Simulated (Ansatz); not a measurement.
`CC[Si]O` + tert-butanol → `CC(C)(C)O[Si]O` + ethane  (ligand exchange at the Si–C bond)

Gas-phase electronic energies from Ansatz, PBE0-D4/def2-TZVP geometries. CCSD(T)/CBS is the MP2 limit (def2-TZVPP, def2-QZVPP) plus CCSD(T) − MP2 in def2-TZVPP, frozen cores. This one scheme is used for every species. Functionals use def2-TZVPP. One conformer a species, not always the lowest.

```
             level  ΔE (kJ/mol)  difference from CCSD(T)/CBS
            PBE-D4       -157.4                          6.5
        r2SCANh-D4       -166.7                         -2.8
               PBE       -155.0                          8.9
              BLYP       -166.0                         -2.1
           r2SCAN0       -165.0                         -1.1
  CCSD(T)/def2-SVP       -162.4                          1.5
SCS-MP2/def2-TZVPP       -170.3                         -6.4
   CCSD/def2-TZVPP       -164.6                         -0.7
      HF/CBS(def2)       -175.3                        -11.4
     MP2/CBS(def2)       -168.8                         -4.9
       CCSD(T)/CBS       -163.9                            0
```

Largest T1 diagnostic among the species: 0.013.

From BLYP to BHLYP (50 % exact exchange), in def2-TZVPP and without D4, ΔE moves by −4.7 kJ/mol. In def2-TZVPP, CCSD(T) changes the Hartree–Fock value by +9.3 kJ/mol (the triples alone add +0.0 kJ/mol) and MP2 by +4.5 kJ/mol.

CCSD(T)/CBS has its own doubt, a few kJ/mol and more with outer-core shells, so smaller differences from it don't rank the levels.
